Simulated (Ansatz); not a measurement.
# V: settings compared (Ansatz)

Run with:

```bash
ansatz run input.yaml --threads 1 --pin off --max-ram 2560MiB --backend cpu --events-out ev --progress --plain --runs-dir out
```

Input:

```yaml
crystal:
  lattice:
    - [-1.50685, 1.50685, 1.50685]
    - [1.50685, -1.50685, 1.50685]
    - [1.50685, 1.50685, -1.50685]
  atoms:
    - { symbol: V, position: [0.0, 0.0, 0.0] }
  symmetry: { tolerance: 0.0003 }
kpoints:
  mp_grid: { grid: [8, 8, 8], shift: [0, 0, 0] }
magnetization:
  spin_polarized: false
scf:
  occupations: { method: gaussian, width: 0.0276 }
hamiltonian:
  pseudopotentials: { kind: paw }
  xc: r2scan
  hubbard:
    projectors: all-electron-ortho-atomic
    sites: [{ species: V, l: d, u_eff: 4.07 }]
basis:
  ecutwfc: 500
output:
  forces: true
  stress: true
  eigenvalues: true
```

Origin of the cell: a known structure type with other elements, at an estimated volume, so it need not be a known compound.

Output of this run (shortened):

```
SCF iter   1: F=—  HF=-2912.466481 eV  Δρ=1.22e-1  dr2=1.85e0  dr2_τ=2.43e-2
SCF iter   2: F=—  HF=-2912.210076 eV  Δρ=6.78e-2  dr2=4.31e-1  dr2_τ=4.27e-2  defer=12
SCF iter   3: F=—  HF=-2912.146614 eV  Δρ=1.39e-2  dr2=6.21e-3  dr2_τ=1.28e-3  defer=14
SCF iter   4: F=—  HF=-2912.226903 eV  Δρ=8.57e-3  dr2=6.40e-3  dr2_τ=2.60e-4  defer=12
SCF iter   5: F=—  HF=-2912.241357 eV  Δρ=5.43e-3  dr2=2.73e-3  dr2_τ=1.31e-4  defer=14
SCF iter   6: F=—  HF=-2912.241854 eV  Δρ=2.38e-3  dr2=6.69e-4  dr2_τ=1.45e-5  defer=14
SCF iter   7: F=—  HF=-2912.241811 eV  Δρ=3.68e-4  dr2=1.77e-5  dr2_τ=2.75e-7  defer=14
SCF iter   8: F=—  HF=-2912.241814 eV  Δρ=6.23e-5  dr2=1.73e-7  dr2_τ=1.83e-8  defer=14
SCF iter   9: F=-2912.241815 eV  HF=-2912.241815 eV  Δρ=4.58e-6  dr2=1.19e-9  dr2_τ=1.02e-10
SCF 1 converged in 9 iterations: F = -2912.241815 eV  dr2 = 1.19e-9
SCF converged after 9 iterations
Free energy (F): -2912.241815 eV
Harris-Foulkes:  -2912.241815 eV  (|F-HF|=2.69e-9)
Internal energy: -2912.241280 eV  (E = F + TS)
E sigma→0 (E₀):  -2912.241547 eV
Entropy (-TS):   -0.000535 eV (-0.535 meV/atom)
Fermi energy:    16.351842 eV
--- Per-component energies (eV) ---
  E_band       = -162.679211
  E_kinetic    = 335.900954
  E_local      = -901.552086  (includes V_loc(G=0)·N_el)
  E_nonlocal   = -46.051682
  E_hartree    = 411.811283
  E_xc         = -126.610349
  E_vxc        = -184.359009  (∫ρ·V_xc dr)
  E_hubbard    = 4.733633  (on-site DFT+U / exact-exchange correction)
  E_vhub       = 1.331168  (the Hubbard potential's part of the band-sum identity)
  E_paw        = -1120.880605  (= ΣΔE_a)
  E_vpaw       = -203.940858  (= ΣTr[D̂ρ^β])
  E_aug_tail   = 0.000175  (compensation charges beyond the density's cutoff)
  E_vtau       = 12.370665  (kinetic-family band-sum trace: ∫τ·v_τ [+ j·A + Jᵃ·Aᵃ] dr)
  E_ewald      = -1469.326821
  E_core_change = -0.265781  (= ΣΔE_core)
  E_smearing   = -0.000535  (= −TS)
  Σ components = -2912.241815   (vs F -2912.241815, Δ=0.00e0)
--- Forces (eV/Å), atoms counted from 1 ---
  atom   1  V     -0.000000     0.000000    -0.000000
  max |Σ_I F_I| component: 0.0 eV/Å
--- Stress (GPa, compression-positive) ---
       -0.851966      -0.000000       0.000000
       -0.000000      -0.851966       0.000000
        0.000000      -0.000000      -0.851966
  P = ⅓ Tr σ = -0.8520 GPa (-8.520 kbar)
Occupation matrices written to <dir>
```

The same input was run again with these changes:

1. `scf.algorithm` default → density_mixing
2. `hamiltonian.xc` r2scan → rpbe
3. `basis.ecutrho_ratio` default → 4; `scf.n_extra_bands` default → 4; `hamiltonian.hubbard` { projectors: all-electron-ortho-atomic, sites: [{ species: V, l: d, u_eff: 4.07 }] } → { sites: [{ species: V, l: d, u_eff: 2.0 }], double_counting: fll }
4. `basis.ecutrho_ratio` default → 6; `scf.occupations.width` 0.0276 → default; `scf.occupations.method` gaussian → tetrahedron_uncorrected

```tsv
run	end	SCF iterations	P (GPa)	max force component (eV/Å)	moment (μB)	ΔE(σ→0) (meV/atom)
base	converged	9	-0.85	0.000	–	0
1	converged	9	-0.85	0.000	–	0.00
2	converged	8	5.44	0.000	–	–
3	converged	8	-4.82	0.000	–	–
4	converged	9	1.01	0.000	–	85.57
```

Energies are compared only where functional, datasets, charge and starting cell are the same.

Caveats of the base run: no spin polarisation, so a magnetic state may lie lower; the k mesh is coarse if the cell is a metal.

Run 2: forces of this functional can be a tenth off on datasets made under PBE.

The base run ran for 1.6 s of wall time on 1 CPU thread(s) of a shared host, from the program's own first density.
